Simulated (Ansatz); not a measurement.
BeTe (zincblende): G0W0 against its settings

BeTe (zincblende), relaxed with r2SCAN; one-shot G0W0 in Ansatz without spin-orbit coupling. The values are computed, spin-unpolarised, and not measurements.

Space group F-43m (No. 216). a = 5.657 Å, b = 5.657 Å, c = 5.657 Å, α = 90.00°, β = 90.00°, γ = 90.00°

| atom | site | symmetry | x | y | z |
| --- | --- | --- | --- | --- | --- |
| Be | 4a | -43m | 0.0000 | 0.0000 | 0.0000 |
| Te | 4d | -43m | 0.2500 | 0.2500 | 0.7500 |

Gaps are read over the mesh points alone. G0W0 values are finite-basis, finite-mesh values.
```tsv
start	potentials	frequency model	mesh	empty bands	screening cutoff (eV)	Kohn-Sham gap (eV)	G0W0 gap (eV)	rough cost
PBE	PAW	contour deformation	4×4×4	73	80	2.01	2.67	9 core-seconds
PBE	PAW	contour deformation	4×4×4	170	140	2.01	2.82	40 core-seconds
PBE	PAW	contour deformation	4×4×4	312	210	2.01	2.88	2.3 core-minutes
HSE06	PAW	contour deformation	4×4×4	170	140	2.71	3.12	80 core-seconds
LDA	PAW	contour deformation	4×4×4	170	140	1.90	2.76	30 core-seconds
r2SCAN	PAW	contour deformation	4×4×4	170	140	2.37	3.01	40 core-seconds
PBE	PAW	Godby-Needs pole	4×4×4	170	140	2.01	2.80	30 core-seconds
PBE	PAW	contour deformation	6×6×6	73	80	2.02	2.71	40 core-seconds
PBE	norm-conserving	contour deformation	4×4×4	170	140	2.01	2.79	2.3 core-minutes
```

G0W0 moves the gap on the mesh from 2.01 eV (PBE) to 2.88 eV (Γ to X). Renormalisation factors Z lie between 0.76 and 0.80.

Raising bands and cutoff together moves the gap by +0.15 eV (80 to 140 eV), then +0.06 eV (140 to 210 eV); the last step is still large, so the basis limit isn't reached. Starting from HSE06 (2.71 eV against PBE's 2.01 eV) gives 3.12 eV, +0.30 eV from G0W0@PBE at the same screening cutoff. Starting from LDA (1.90 eV against PBE's 2.01 eV) gives 2.76 eV, -0.06 eV from G0W0@PBE at the same screening cutoff. Starting from r2SCAN (2.37 eV against PBE's 2.01 eV) gives 3.01 eV, +0.19 eV from G0W0@PBE at the same screening cutoff. The Godby-Needs plasmon pole differs from contour deformation by -0.02 eV. A 6×6×6 mesh in place of 4×4×4 changes the opening over PBE by +0.03 eV (the gap on the mesh by +0.04 eV). Norm-conserving potentials (wave cutoff 1800 eV against 420 eV) shift the quasiparticle gap by -0.03 eV and the PBE gap by 0.00 eV. r2SCAN runs take a wave cutoff of 500 eV.
